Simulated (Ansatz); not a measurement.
Ni under changes of volume

One of the cells (10.569 Å³/atom); the others are scaled copies at fixed shape and fractional positions:

```
Ni
1.0
     2.44802    0.00000    0.00000
    -1.22401    2.12005    0.00000
     0.00000    0.00000    4.07281
Ni
2
Direct
  0.66667 0.33333 0.75000
  0.33333 0.66667 0.25000
```

This isn't the form of Ni at room conditions, which is fcc.

| Quantity | Value |
| --- | --- |
| Program | Ansatz 0.2.0 |
| Functional | LDA |
| Potentials or basis | all-electron LAPW, scalar-relativistic |
| Cutoff | 323 eV (chosen from the basis error) |
| Basis error allowed | 0.001 eV/atom |
| k mesh | 12 × 12 × 7 |
| Occupations | fermi-dirac, width 0.05 eV |
| Spin | collinear spin, ferromagnetic start |
| Starting moments | [1.0, 1.0] μB |

```csv
volume (Å³/atom),energy over the lowest point (meV/atom),pressure (GPa),moment (μB per cell)
9.935,0.60,3.3,1.16
10.146,0.00,-2.1,1.19
10.357,6.04,-6.8,1.22
10.569,17.93,-11.0,1.24
10.780,35.00,-14.7,1.26
10.992,56.66,-17.9,1.28
11.203,?,?,?
```

**Question.** What does the run at 11.203 Å³/atom give?

**Answer.** Energy over the lowest point 82.35 meV/atom; pressure -20.8 GPa; moment 1.29 μB per cell.

Worked out: A Birch-Murnaghan fit of order 3 (a polynomial in V^(-2/3)) to the other rows has its minimum at 10.06 Å³/atom with B0 = V·E''(V) = 252 GPa and B' = 5.0 at fixed shape and positions, which overstates the stiffness. It gives 82.25 meV/atom at 11.203 Å³/atom, against the run's 82.35, and -dE/dV = -20.8 GPa, against -20.8. A straight line through the other rows of the moment, of slope 0.112 μB per Å³/atom, extrapolates to 1.31 μB, against the run's 1.29.

Energies are extrapolated to zero smearing.
